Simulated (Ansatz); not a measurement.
# Ti: biaxial against axial strain

This session takes Ti and sets out to strain the cell in the xy plane and along z independently.

Computed with Ansatz 0.2.0 (DFT PBE, scalar-relativistic, plane waves, PAW, unless a step's input says otherwise).

### Step 1. The system as given

It takes space group Fm-3m (No. 225, cubic). Conventional cell: a = 4.060 Å, b = 4.060 Å, c = 4.060 Å, α = 90.00°, β = 90.00°, γ = 90.00°. Around Ti (site symmetry m-3m) lie 12 Ti at 2.87 Å.

Structure file:

```cif
data_structure
_symmetry_space_group_name_H-M 'P 1'
_symmetry_Int_Tables_number 1
_cell_length_a 2.8709
_cell_length_b 2.8709
_cell_length_c 2.8709
_cell_angle_alpha 60.000
_cell_angle_beta 60.000
_cell_angle_gamma 60.000
_cell_volume 16.73
loop_
_atom_site_label
_atom_site_type_symbol
_atom_site_fract_x
_atom_site_fract_y
_atom_site_fract_z
_atom_site_occupancy
Ti1 Ti 0.00000 0.00000 0.00000 1
```

The cell is taken as given, not relaxed at this level.

### Step 2. The reference cell

The reference gives a free energy of -2499.6096 eV, pressure 4.44 GPa, largest force 0.000 eV/Å and gap on the mesh none (metal). It was computed beforehand with the settings of the runs below.

### Step 3. Setting up biaxial against axial strain

The cell is strained by p along both x and y and by q along z, with fractional coordinates fixed.

### Step 4. At p = -0.080, q = -0.080

The input, input.yaml:

```yaml
crystal:
  lattice:
    - [0.0, 1.8676, 1.8676]
    - [1.8676, 0.0, 1.8676]
    - [1.8676, 1.8676, 0.0]
  atoms:
    - { symbol: Ti, position: [0.0, 0.0, 0.0] }
basis:
  ecutwfc: 420
kpoints:
  mp_grid: { grid: [20, 20, 20] }
hamiltonian:
  xc: pbe
scf:
  occupations: { method: gaussian, width: 0.15 }
output:
  forces: true
  stress: true
  eigenvalues: true
```

The session goes on with these runs: p = -0.080, q = 0.000; p = -0.080, q = 0.080; point p = 0.000, q = -0.080; At p = 0.000, q = 0.080; point p = 0.080, q = -0.080; point p = 0.080, q = 0.000; point p = 0.080, q = 0.080; p = -0.080, q = -0.040; p = -0.080, q = 0.040; point p = -0.040, q = -0.080; p = -0.040, q = 0.000.

Before running it: what results should come out? Wanted: highest point; lowest point away from the origin.

**Answer**, as computed:

| quantity | value |
| --- | --- |
| highest point | 544.4 meV/atom at (p, q) = (-0.080, -0.080) |
| lowest point away from the origin | 6.9 meV/atom at (0.000, 0.080) |

The undisturbed cell is the lowest computed point. At |p| = |q| = 0.080, points where p and q have the same sign cost 365.2 meV/atom on average, those of opposite sign 69.1: stretching in the plane is cheaper with a contraction along z.
